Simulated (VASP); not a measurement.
## ZrS2: relaxation of cell and atoms with rev-vdW-DF2

Slab: ZrS2, a slab with vacuum.

```
CELL_PARAMETERS angstrom
3.69138 0.00000 0.00000
-1.84569 3.19683 0.00000
0.00000 0.00000 26.91554
ATOMIC_POSITIONS crystal
S 0.66667 0.33333 0.33438
S 0.33333 0.66667 0.44118
S 0.66667 0.33333 0.55882
S 0.33333 0.66667 0.66562
Zr 0.00000 0.00000 0.38778
Zr 0.00000 0.00000 0.61222
```

* Program: VASP 6.6.1
* Task: relaxation of cell and atoms
* Functional: rev-vdW-DF2
* Potentials or basis: VASP PAW PBE potentials, release 64 (S, Zr_sv)
* Cutoff: 600 eV
* k mesh: 9 × 9 × 1
* Occupations: gaussian, width 0.03 eV
* Spin: no spin polarisation
* Further INCAR settings: ALGO = Normal; EDIFF = 1e-06; IBRION = 2; EDIFFG = -0.01; NSW = 90; ISIF = 3

```json
{"Relaxed volume": "51.93 Å³/atom", "Relaxed cell": "a = 3.656 Å, b = 3.656 Å, c = 26.916 Å, α = 90.00°, β = 90.00°, γ = 120.00°", "Space group after relaxing (to 0.05 Å)": "P-3m1 (No. 164)", "Energy gained by relaxing": "3.9 meV/atom", "Ionic steps": "27", "Largest force after relaxing": "0.005 eV/Å", "Band gap on the k mesh": "1.05 eV, indirect (least direct gap 1.62 eV)"}
```

Forces on the atoms (eV/Å):
```
S    0.000  0.000 -0.004
S    0.000  0.000  0.003
S    0.000  0.000 -0.003
S    0.000  0.000  0.004
Zr   0.000  0.000 -0.005
Zr   0.000  0.000  0.005
```

The path:
```csv
step,energy change (eV),largest force (eV/Å),pressure (GPa),volume (Å³)
1,0.0000,0.1186,-0.36,317.62
2,-0.0071,0.2270,0.28,312.31
3,-0.0076,0.2043,0.15,313.39
4,-0.0127,0.1190,0.05,312.46
5,-0.0150,0.0502,-0.10,311.04
6,-0.0151,0.0481,-0.07,311.23
7,-0.0151,0.0476,-0.07,311.28
8,-0.0153,0.0351,-0.09,311.43
9,-0.0154,0.0571,-0.11,311.60
10,-0.0155,0.0544,-0.11,311.58
11,-0.0158,0.0516,-0.10,311.54
12,-0.0165,0.0564,-0.06,311.45
13,-0.0175,0.0842,0.00,311.28
14,-0.0186,0.1385,0.14,310.94
15,-0.0188,0.1359,0.14,310.98
16,-0.0193,0.1292,0.13,311.11
17,-0.0201,0.1142,0.10,311.36
18,-0.0215,0.0850,0.04,311.86
19,-0.0227,0.0261,-0.06,312.87
20,-0.0227,0.0209,-0.07,312.97
21,-0.0229,0.0266,-0.05,312.81
22,-0.0232,0.0422,0.01,312.33
23,-0.0232,0.0447,0.02,312.26
24,-0.0233,0.0290,0.01,312.18
25,-0.0234,0.0197,-0.01,312.05
26,-0.0234,0.0141,0.00,311.86
27,-0.0234,0.0053,0.01,311.58
```

Final structure:
```
CELL_PARAMETERS angstrom
3.65610 0.00000 0.00000
-1.82805 3.16627 0.00000
0.00000 0.00000 26.91554
ATOMIC_POSITIONS crystal
S 0.66667 0.33333 0.33787
S 0.33333 0.66667 0.44621
S 0.66667 0.33333 0.55379
S 0.33333 0.66667 0.66213
Zr 0.00000 0.00000 0.39200
Zr 0.00000 0.00000 0.60800
```

Levels at points of the mesh, in eV from the valence-band top:
```csv
k point,band 21,band 22,band 23,band 24,band 25,band 26,band 27,band 28
"(0.00, 0.00, 0.00)",-0.09,-0.09,0.00,0.00,1.62,1.62,1.64,1.64
```

It took 67 min on 1 thread of AMD EPYC 9R45 (Zen 5), with other jobs on the host, peak memory 1.4 GiB.

Caveat: the PAW data sets were made with another functional, which shifts forces and pressure a little.
